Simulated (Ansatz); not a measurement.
# Sr in Ansatz: convergence with k mesh

Sr:

```
CELL_PARAMETERS angstrom
-2.38017 2.47759 2.42469
2.37795 -2.51859 2.46347
2.36561 2.50403 -2.46569
ATOMIC_POSITIONS crystal
Sr 0.01360 0.00598 0.98610
```

The cell isn't the ideal one: cell strained at random at fixed volume.

```yaml
Program: Ansatz 0.2.0
Task: convergence study
Functional: PBE
Potentials_or_basis: Ansatz PAW
Cutoff: "420 eV (not typed: the program's choice for these potentials)"
k_mesh: 3 × 3 × 3
Occupations: gaussian, width 0.1 eV
Spin: no spin polarisation
```

These are the settings of the first run; the series varies k mesh, with any setting tied to it.

Hardware: 2 threads of Intel(R) Xeon(R) Processor @ 2.50GHz (Skylake/Cascade Lake) (shared host).

Problem. The values tried are 3 × 3 × 3, 4 × 4 × 4, 5 × 5 × 5, 6 × 6 × 6, 7 × 7 × 7, 9 × 9 × 9, 11 × 11 × 11, 13 × 13 × 13, loosest first. From which on does the pressure stay within 0.1 GPa of the tightest run that finished?

Solution. From 5 × 5 × 5 on.

```tsv
k mesh	energy less the tightest run, at zero smearing (meV/atom)	pressure (GPa)	SCF cycles	CPU time (s)	peak memory (GiB)
3 × 3 × 3	190.33	-0.26	6	1.6	0.29
4 × 4 × 4	-0.62	-0.86	6	2.6	0.3
5 × 5 × 5	1.51	-0.65	6	4	0.32
6 × 6 × 6	6.56	-0.75	6	6.4	0.36
7 × 7 × 7	-2.62	-0.69	6	9.5	0.39
9 × 9 × 9	2.95	-0.70	6	19	0.47
11 × 11 × 11	-0.76	-0.68	6	35	0.61
13 × 13 × 13	0.00	-0.70	6	59	0.82
```

Against the tightest run, the energy stays within 1 meV/atom from 11 × 11 × 11 on. Meshes of other sizes hit other points, so gaps and Fermi surfaces needn't settle smoothly. The tightest run that finished is the yardstick and may itself not be fully converged.

Caveat, for the tightest run too: the cell was measured hot, at 901 K.
